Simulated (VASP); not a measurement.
Set up this calculation in VASP 6.6.1, as the native input.

| Property | Result |
| --- | --- |
| Task | single point |
| Functional | LDA |
| Potentials or basis | VASP PAW LDA potentials, release 64 (Ni, O) |
| Cutoff | 520 eV |
| k mesh | 7 × 7 × 7 |
| Occupations | gaussian, width 0.05 eV |
| Spin | collinear spin, random start |
| Starting moments | [0.81, 0.0] μB |
| Hubbard terms | Ni d U = 5 eV |
| Further INCAR settings | ALGO = Fast; EDIFF = 1e-07 |

The structure of NiO lies in POSCAR:

```
NiO
1.0
    0.0000000000      2.2835484600      2.2835484600
    2.2835484600      0.0000000000      2.2835484600
    2.2835484600      2.2835484600      0.0000000000
Ni O
1 1
Direct
    0.0000000000      0.0000000000      0.0000000000
    0.2500000000      0.2500000000      0.2500000000
```

Measurements of this composition are mostly on another form, of space group No. 225.

The input as run:

INCAR

```
PREC = Accurate
ENCUT = 520
EDIFF = 1E-7
ISMEAR = 0
SIGMA = 0.05
LREAL = False
LASPH = True
NELM = 150
ALGO = Fast
ISIF = 2
LWAVE = False
LCHARG = True
ISPIN = 2
MAGMOM = 0.81 0
LORBIT = 11
LMAXMIX = 4
LDAU = True
LDAUTYPE = 2
LDAUL = 2 -1
LDAUU = 5 0
LDAUJ = 0 0
LDAUPRINT = 1
LELF = True
LVHAR = True
```

KPOINTS

```
Automatic mesh
0
Gamma
  7 7 7
```

Potentials or basis: VASP PAW LDA potentials, release 64 (Ni, O).

Launch:

```console
$ cat potpaw_LDA.64/Ni/POTCAR potpaw_LDA.64/O/POTCAR > POTCAR
$ mpirun -np 1 vasp_std > vasp.out
```

It gave:

The pressure is -22.5 GPa and the band gap on the k mesh is none (metal or under the smearing width). The net moment is 2.00 μB per cell, the site moments are Ni +1.63; O +0.34 μB and the valence electrons inside the program's atomic spheres are Ni 9.10; O 4.92.

Caveat: a cell with one magnetic atom can't hold antiferromagnetic order, which such compounds often take.

Run time: 5.2 s on 1 thread of Intel(R) Xeon(R) 6975P-C (Granite Rapids), on a shared host, peak memory 0.13 GiB.
